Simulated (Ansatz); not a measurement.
**Eigenvalues along a path: Ag (sc type)**

```
CELL_PARAMETERS angstrom
2.59575 0.00000 0.00000
0.00000 2.59575 0.00000
0.00000 0.00000 2.59575
ATOMIC_POSITIONS crystal
Ag 0.00000 0.00000 0.00000
```

The cell comes from a relaxation on PAW files under the same functional, begun from a prototype that needn't be the stable phase.

All numbers are PBE results (scalar-relativistic) from Ansatz 0.2.0, with a Γ-centred 16×16×16 k mesh, Fermi–Dirac smearing of 0.08 eV, no spin polarisation. Methods: LAPW: all electrons, basis error target 1 meV/atom.

This run: volume at 0.84 of the series' base cell.

Path points, in fractions of the reciprocal vectors: Γ (0.000, 0.000, 0.000), X (0.000, 0.500, 0.000), M (0.500, 0.500, 0.000), R (0.500, 0.500, 0.500). The distance column jumps between branches of the path. Levels in eV from the Fermi level; bands 10 to 16, counted from the lowest band of the run. The gap is zero, the pressure 19.12 GPa.

```
# k(1/Å) point b10 b11 b12 b13 b14 b15 b16
0.000 Γ -7.43 -6.59 -6.59 -2.72 -2.72 -2.72 15.19
0.151 - -7.33 -6.58 -6.52 -2.77 -2.77 -2.71 14.28
0.303 - -7.07 -6.54 -6.26 -2.93 -2.93 -2.70 12.43
0.454 - -6.77 -6.48 -5.75 -3.15 -3.15 -2.68 10.39
0.605 - -6.48 -6.40 -4.95 -3.40 -3.40 -2.66 8.37
0.756 - -6.32 -6.23 -3.92 -3.64 -3.64 -2.64 6.45
0.908 - -6.26 -6.02 -3.84 -3.84 -2.74 -2.62 4.67
1.059 - -6.21 -5.88 -3.96 -3.96 -2.60 -1.59 3.18
1.210 X -6.20 -5.83 -4.01 -4.01 -2.60 -0.98 2.45
1.362 - -6.15 -5.74 -4.20 -4.00 -2.65 -0.73 2.48
1.513 - -6.05 -5.41 -4.66 -3.98 -2.79 -0.13 2.54
1.664 - -5.94 -5.18 -4.84 -3.94 -2.99 0.65 2.66
1.815 - -5.84 -5.67 -4.09 -3.89 -3.22 1.50 2.83
1.967 - -6.09 -5.74 -3.85 -3.44 -3.25 2.38 3.09
2.118 - -6.40 -5.65 -3.81 -3.62 -2.47 3.19 3.46
2.269 - -6.59 -5.59 -3.78 -3.73 -1.91 3.83 3.87
2.421 M -6.66 -5.57 -3.77 -3.77 -1.71 4.08 4.08
2.635 - -6.53 -5.62 -3.75 -3.74 -2.09 2.86 4.58
2.848 - -6.17 -5.73 -3.67 -3.63 -2.95 0.70 5.81
3.062 - -5.92 -5.64 -3.93 -3.54 -3.46 -1.38 7.40
3.276 - -6.14 -5.23 -4.83 -3.36 -3.26 -2.97 9.17
3.490 - -6.38 -5.58 -5.58 -3.44 -3.14 -3.06 11.01
3.704 - -6.74 -6.28 -6.14 -3.13 -2.93 -2.88 12.85
3.918 - -7.23 -6.53 -6.48 -2.83 -2.78 -2.76 14.40
4.132 Γ -7.43 -6.59 -6.59 -2.72 -2.72 -2.72 15.19
4.394 - -7.13 -6.46 -6.46 -2.84 -2.82 -2.82 14.51
4.656 - -6.29 -6.08 -6.08 -3.11 -3.11 -3.09 13.36
4.918 - -5.48 -5.48 -5.37 -3.58 -3.58 -2.93 12.18
5.180 - -5.26 -4.77 -4.77 -4.06 -4.06 -1.37 11.27
5.442 - -5.55 -4.94 -4.94 -3.58 -3.58 1.23 10.62
5.704 - -5.79 -5.46 -5.46 -2.66 -2.66 4.36 10.11
5.966 - -5.92 -5.82 -5.82 -1.92 -1.92 7.64 9.72
6.228 R -5.95 -5.95 -5.95 -1.63 -1.63 9.55 9.55
6.442 - -5.95 -5.89 -5.83 -1.92 -1.74 8.57 8.87
6.656 - -5.92 -5.69 -5.47 -2.63 -2.06 6.73 7.27
6.870 - -5.83 -5.40 -4.94 -3.53 -2.61 5.05 5.47
7.084 - -5.63 -5.04 -4.41 -4.40 -3.27 3.71 3.83
7.298 - -5.29 -5.16 -4.66 -4.53 -3.39 2.06 3.07
7.512 - -5.73 -5.17 -4.81 -4.32 -2.99 0.62 2.67
7.726 - -6.08 -5.66 -4.28 -4.09 -2.70 -0.50 2.50
7.940 X -6.20 -5.83 -4.01 -4.01 -2.60 -0.98 2.45
9.652 R -5.95 -5.95 -5.95 -1.63 -1.63 9.55 9.55
9.803 - -5.98 -5.89 -5.89 -1.83 -1.63 9.25 9.25
9.954 - -6.06 -5.70 -5.70 -2.35 -1.64 8.49 8.49
10.105 - -6.18 -5.41 -5.41 -3.07 -1.66 7.53 7.53
10.257 - -6.32 -5.02 -5.02 -3.84 -1.67 6.53 6.53
10.408 - -6.45 -4.60 -4.60 -4.54 -1.69 5.59 5.59
10.559 - -6.56 -5.10 -4.19 -4.19 -1.70 4.81 4.81
10.711 - -6.63 -5.45 -3.89 -3.89 -1.71 4.27 4.27
10.862 M -6.66 -5.57 -3.77 -3.77 -1.71 4.08 4.08
```
